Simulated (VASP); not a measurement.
# BAs (F-43m) in VASP: notebook

Runs on BAs. Level: LDA. Tasks: single point, relaxation of cell and atoms.

All numbers are computed with VASP 6.6.1; they aren't measurements. Logs are shortened: lines on timing, memory, paths and dates and some standing lists are left out, and cuts for length are marked.

## 1. Starting point

It takes space group F-43m (No. 216, cubic). The conventional cell has a = 4.732 Å, b = 4.732 Å, c = 4.732 Å, α = 90.00°, β = 90.00°, γ = 90.00°. B (site symmetry -43m) has 4 As at 2.05 Å as nearest neighbours. As (site symmetry -43m) has 4 B at 2.05 Å as nearest neighbours.

## 2. Single point, LDA

File INCAR:

```
ALGO = Fast
EDIFF = 1E-6
ENCUT = 520
GGA = CA
ISIF = 2
ISMEAR = 0
LASPH = T
LCHARG = T
LELF = T
LREAL = F
LVHAR = T
LWAVE = F
NBANDS = 11
NELM = 100
PREC = Accurate
SIGMA = 0.02
```

File KPOINTS:

```
k-points
0
Gamma
  10 10 10
```

File POSCAR:

```
BAs
1.0
    0.0000000000      2.3659270558      2.3659270558
    2.3659270558      0.0000000000      2.3659270558
    2.3659270558      2.3659270558      0.0000000000
B As
1 1
Direct
    0.0000000000      0.0000000000      0.0000000000
    0.2500000000      0.2500000000      0.2500000000
```

Potentials or basis: VASP PAW LDA potentials, release 64 (B, As).

Command:

```console
> cat potpaw_LDA.64/B/POTCAR potpaw_LDA.64/As/POTCAR > POTCAR
> mpirun -np 1 vasp_std > vasp.out
```

OUTCAR:

```text
EDIFF = 1E-6
   ENCUT = 520
   GGA = CA
   ISIF = 2
   ISMEAR = 0
   LASPH = T
   LREAL = F
   NELM = 100
   PREC = Accurate

 ion  position               nearest neighbor table
   1  0.000  0.000  0.000-   2 2.05   2 2.05   2 2.05   2 2.05
   2  0.250  0.250  0.250-   1 2.05   1 2.05   1 2.05   1 2.05

  LATTYP: Found a face centered cubic cell.
 ALAT       =     4.7318541116

  Lattice vectors:

 A1 = (   0.0000000000,   2.3659270558,   2.3659270558)
 A2 = (   2.3659270558,   0.0000000000,   2.3659270558)
 A3 = (   2.3659270558,   2.3659270558,   0.0000000000)

Analysis of symmetry for initial positions (statically):
=====================================================================
 Subroutine PRICEL returns:
 Original cell was already a primitive cell.

 Routine SETGRP: Setting up the symmetry group for a
 face centered cubic supercell.

 Subroutine GETGRP returns: Found 24 space group operations
 (whereof 24 operations were pure point group operations)
 out of a pool of 48 trial point group operations.

The static configuration has the point symmetry T_d .

Analysis of symmetry for dynamics (positions and initial velocities):
=====================================================================
 Subroutine PRICEL returns:
 Original cell was already a primitive cell.

 Routine SETGRP: Setting up the symmetry group for a
 face centered cubic supercell.

 Subroutine GETGRP returns: Found 24 space group operations
 (whereof 24 operations were pure point group operations)
 out of a pool of 48 trial point group operations.

The dynamic configuration has the point symmetry T_d .

 Subroutine INISYM returns: Found 24 space group operations
 (whereof 24 operations are pure point group operations),
 and found     1 'primitive' translations

----------------------------------------------------------------------------------------

                                     Primitive cell

  volume of cell :      26.4871

  direct lattice vectors                    reciprocal lattice vectors
     0.000000000  2.365927056  2.365927056    -0.211333650  0.211333650  0.211333650
     2.365927056  0.000000000  2.365927056     0.211333650 -0.211333650  0.211333650
     2.365927056  2.365927056  0.000000000     0.211333650  0.211333650 -0.211333650

  length of vectors
     3.345926130  3.345926130  3.345926130     0.366040619  0.366040619  0.366040619

  position of ions in fractional coordinates (direct lattice)
     0.000000000  0.000000000  0.000000000
     0.250000000  0.250000000  0.250000000

  ion indices of the primitive-cell ions
   primitive index   ion index
                 1           1
                 2           2

----------------------------------------------------------------------------------------

 KPOINTS: k-points

Automatic generation of k-mesh.
 Grid dimensions read from file:
 generate k-points for:   10   10   10

 Generating k-lattice:

  Cartesian coordinates                     Fractional coordinates (reciprocal lattice)
    -0.021133365  0.021133365  0.021133365     0.100000000  0.000000000  0.000000000
     0.021133365 -0.021133365  0.021133365     0.000000000  0.100000000  0.000000000
     0.021133365  0.021133365 -0.021133365     0.000000000  0.000000000  0.100000000

  Length of vectors
     0.036604062  0.036604062  0.036604062

  Shift w.r.t. Gamma in fractional coordinates (k-lattice)
     0.000000000  0.000000000  0.000000000

 Subroutine IBZKPT returns following result:
 ===========================================

 Found     47 irreducible k-points:

 Following reciprocal coordinates:
            Coordinates               Weight
  0.000000  0.000000  0.000000      1.000000
  0.100000  0.000000  0.000000      8.000000
  0.200000  0.000000  0.000000      8.000000
  0.300000  0.000000  0.000000      8.000000
  0.400000  0.000000  0.000000      8.000000
  0.500000  0.000000  0.000000      4.000000
[... 16 lines left out ...]
  0.300000  0.300000  0.000000      6.000000
  0.400000  0.300000  0.000000     24.000000
 [... further k-points ...]
   k-points           NKPTS =     47   k-points in BZ     NKDIM =     47   number of bands    NBANDS=     11
   number of dos      NEDOS =    301   number of ions     NIONS =      2
   total plane-waves  NPLWV =  21952
   dimension x,y,z NGX =    28 NGY =   28 NGZ =   28
   dimension x,y,z NGXF=    56 NGYF=   56 NGZF=   56
   ions per type =               1   1
   NGX,Y,Z   is equivalent  to a cutoff of  13.91, 13.91, 13.91 a.u.
   NGXF,Y,Z  is equivalent  to a cutoff of  27.82, 27.82, 27.82 a.u.
 SYSTEM =  unknown system
   PREC   = accura    normal or accurate (medium, high low for compatibility)
   ISTART =      0    job   : 0-new  1-cont  2-samecut
   ICHARG =      2    charge: 1-file 2-atom 10-const
   ISPIN  =      1    spin polarized calculation?
   LNONCOLLINEAR =      F non collinear calculations
   LSORBIT =      F    spin-orbit coupling
   LASPH  =      T    aspherical Exc in radial PAW
   ENCUT  =  520.0 eV  38.22 Ry    6.18 a.u.   6.22  6.22  6.22*2*pi/ulx,y,z
   NELM   =    100;   NELMIN=  2; NELMDL= -5     # of ELM steps
   EDIFF  = 0.1E-05   stopping-criterion for ELM
   LREAL  =      F    real-space projection
   EDIFFG = 0.1E-04   stopping-criterion for IOM
   NSW    =      0    number of steps for IOM
   IBRION =     -1    ionic relax: 0-MD 1-quasi-New 2-CG
   NFREE  =      0    steps in history (QN), initial steepest desc. (CG)
   ISIF   =      2    stress and relaxation
   ISYM   =      2    0-nonsym 1-usesym 2-fastsym
   POTIM  = 0.5000    time-step for ionic-motion
   TEBEG  =    0.0;   TEEND  =   0.0 temperature during run
   PSTRESS=    0.0 pullay stress
   NELECT =       8.0000    total number of electrons
   NUPDOWN=      -1.0000    fix difference up-down
   EMIN   =  10.00;   EMAX   =-10.00  energy-range for DOS
   EFERMI =   0.00;   METHOD = LEGACY
   ISMEAR =     0;   SIGMA  =   0.02  broadening in eV -4-tet -1-fermi 0-gaus
   EFERMI_NEDOS =   21; number of points for ismear=-14 and -15
   IALGO  =     68    algorithm
   IMIX   =      4    mixing-type and parameters
     AMIX     =   0.40;   BMIX     =  1.00
     AMIX_MAG =   1.60;   BMIX_MAG =  1.00
  volume/ion in A,a.u.               =      13.24        89.37
  Fermi-wavevector in a.u.,A,eV,Ry     =   1.098399  2.075673 16.415163  1.206480
  Thomas-Fermi vector in A             =   2.234776
   LORBIT       =      0    0 simple, 1 ext, 2 COOP (PROOUT), +10 PAW based schemes
   GGA     = CA    functional components
   LHFCALC =     F    Hartree Fock is set to
   AEXX    =    0.0000 exact exchange contribution
   IVDW    =     0    specifies the selected vdW correction
   LEPSILON=     F    determine dielectric tensor
   LRPA    =     F    only Hartree local field effects (RPA)
 non-spin polarized calculation
 RMM-DIIS sequential band-by-band and
 Gauss-broadening in eV      SIGMA  =   0.02
  energy-cutoff  :      520.00
  volume of cell :       26.49
 maximum number of plane-waves:       728
 NGX is ok and might be reduce to    28
   NGX = 13   NGY = 13   NGZ = 13

 number of electron       8.0000000 magnetization

 Free energy of the ion-electron system (eV)
  ---------------------------------------------------
  ext. energy  EPLUGINS =         0.00000000
  ---------------------------------------------------
  free energy    TOTEN  =       -12.92593877 eV

  energy without entropy =      -12.92593877  energy(sigma->0) =      -12.92593877

 E-fermi :   6.5692     XC(G=0): -10.9030

 val. band max:        6.4820780182   @ k =   0.0000   0.0000   0.0000
 cond. band min:       7.5788310833   @ k =   0.4000   0.4000   0.0000
 fundamental gap:      1.0967530651
 Fermi energy:         6.5692122461

 k-point     1 :       0.0000    0.0000    0.0000
  band No.  band energies     occupation
      1      -9.1556      2.00000
      2       6.4821      2.00000
      3       6.4821      2.00000
      4       6.4821      2.00000
      5       9.7686      0.00000
      6       9.7686      0.00000
      7       9.7686      0.00000
      8      11.5414      0.00000
      9      15.9836      0.00000
     10      19.6342      0.00000
     11      19.6342      0.00000

 k-point     2 :       0.1000    0.0000    0.0000
  band No.  band energies     occupation
      1      -8.9876      2.00000
      2       5.0766      2.00000
      3       6.1707      2.00000
      4       6.1707      2.00000
      5       9.9658      0.00000
      6      10.1768      0.00000
      7      10.1768      0.00000
      8      12.3395      0.00000
      9      16.6483      0.00000
     10      18.4667      0.00000
     11      18.4667      0.00000

 k-point     3 :       0.2000    0.0000    0.0000
  band No.  band energies     occupation
      1      -8.4916      2.00000
      2       2.6716      2.00000
      3       5.5809      2.00000
      4       5.5809      2.00000
      5       9.8087      0.00000
      6      10.9056      0.00000
      7      10.9056      0.00000
      8      13.8399      0.00000
      9      17.6695      0.00000
     10      17.7189      0.00000
     11      17.7189      0.00000
[... 267 lines left out ...]
 k-point    23 :       0.3000    0.3000    0.0000
  band No.  band energies     occupation
      1      -7.1947      2.00000
      2       1.2804      2.00000
      3       3.1997      2.00000
      4       3.1997      2.00000
      5       7.8123      0.00000
      6      10.0941      0.00000
      7      15.0417      0.00000
      8      15.0417      0.00000
      9      17.6407      0.00000
     10      21.6650      0.00000
     11      21.8133      0.00000

 k-point    24 :       0.4000    0.3000    0.0000
  band No.  band energies     occupation
      1      -6.4485      2.00000
      2       0.0067      2.00000
      3       2.3877      2.00000
      4       2.8957      2.00000
      5       8.1158      0.00000
      6       9.8274      0.00000
      7      15.4454      0.00000
      8      15.6594      0.00000
      9      18.6274      0.00000
     10      22.4884      0.00000
     11      22.5771      0.00000

 [... further k-points ...]

------------------------ aborting loop because EDIFF is reached ----------------------------------------

  FORCE on cell =-STRESS in cart. coord.  units (eV):
  Direction    XX          YY          ZZ          XY          YZ          ZX
  --------------------------------------------------------------------------------------
  -------------------------------------------------------------------------------------
  Total        0.1637152      0.1637152      0.1637152     -0.0000000     -0.0000000      0.0000000
  in kB        9.9029721      9.9029721      9.9029721     -0.0000000     -0.0000000      0.0000000
  external PRESSURE =       9.9029721 kB  Pullay stress =       0.0000000 kB

 VOLUME and BASIS-vectors are now :
 -----------------------------------------------------------------------------
  energy-cutoff  :      520.00
  volume of cell :       26.49
      direct lattice vectors                 reciprocal lattice vectors
     0.000000000  2.365927056  2.365927056    -0.211333650  0.211333650  0.211333650
     2.365927056  0.000000000  2.365927056     0.211333650 -0.211333650  0.211333650
     2.365927056  2.365927056  0.000000000     0.211333650  0.211333650 -0.211333650

 POSITION                                       TOTAL-FORCE (eV/Angst)
 -----------------------------------------------------------------------------------
      0.00000      0.00000      0.00000         0.000000      0.000000      0.000000
      1.18296      1.18296      1.18296        -0.000000     -0.000000     -0.000000
 -----------------------------------------------------------------------------------
    total drift:                               -0.000000     -0.000000     -0.000000

  FREE ENERGIE OF THE ION-ELECTRON SYSTEM (eV)
  ---------------------------------------------------
  free  energy   TOTEN  =       -12.9259387663 eV

  energy  without entropy=      -12.9259387663  energy(sigma->0) =      -12.92593877
```

It took 36 s on 1 thread of Intel Xeon Platinum 8175M at 2.50GHz (Skylake/Cascade Lake), shared host; peak memory 0.14 GiB.

Results:

| Item | Value |
| --- | --- |
| Free energy | -12.9259 eV |
| Pressure | 1.0 GPa |
| Band gap on the k mesh | 1.10 eV, indirect (least direct gap 3.29 eV) |

Levels at points of the mesh, in eV from the valence-band top:
```tsv
k point	band 1	band 2	band 3	band 4	band 5	band 6	band 7	band 8	band 9
(0.00, 0.00, 0.00)	-15.64	0.00	0.00	0.00	3.29	3.29	3.29	5.06	9.50
(0.50, 0.00, 0.00)	-12.68	-8.97	-1.87	-1.87	2.86	4.78	4.78	8.75	12.69
(0.50, 0.50, 0.00)	-11.35	-8.59	-4.20	-4.20	1.32	1.38	11.51	11.51	12.90
```

A k mesh can miss the band edges. Expect the measured gap to be larger: semilocal functionals such as LDA lack the derivative discontinuity.

(Part 1 of 2 ends here.)
